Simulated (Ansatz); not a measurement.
Input and command of a plane-wave DFT calculation in Ansatz:

```yaml
crystal:
  lattice:
    - [-2.1175, 2.1175, 2.053975]
    - [2.1175, -2.1175, 2.053975]
    - [2.1175, 2.1175, -2.053975]
  atoms:
    - { symbol: Na, position: [0.0, 0.0, 0.0] }
basis:
  ecutwfc: 420
kpoints:
  mp_grid: { grid: [16, 16, 16] }
hamiltonian:
  xc: pbe
scf:
  occupations: { method: gaussian, width: 0.15 }
output:
  forces: true
  stress: true
  eigenvalues: true
```

```bash
ansatz run input.yaml --threads 1 --pin off --max-ram 2560MiB --backend cpu --events-out ev --progress --plain --runs-dir out
```

Processor: Oxide Virtual Turin-like Processor (Zen 5), 1 thread, on a host shared with other jobs.

Q: How long does it run, and how much memory does it take?

A: About 4.8 s on 1 thread of Oxide Virtual Turin-like Processor (Zen 5), on a shared host, peak memory 0.41 GiB. It solves 9 bands at 349 k points (the mesh reduced by symmetry) with about 703 plane waves, in 6 SCF iterations.
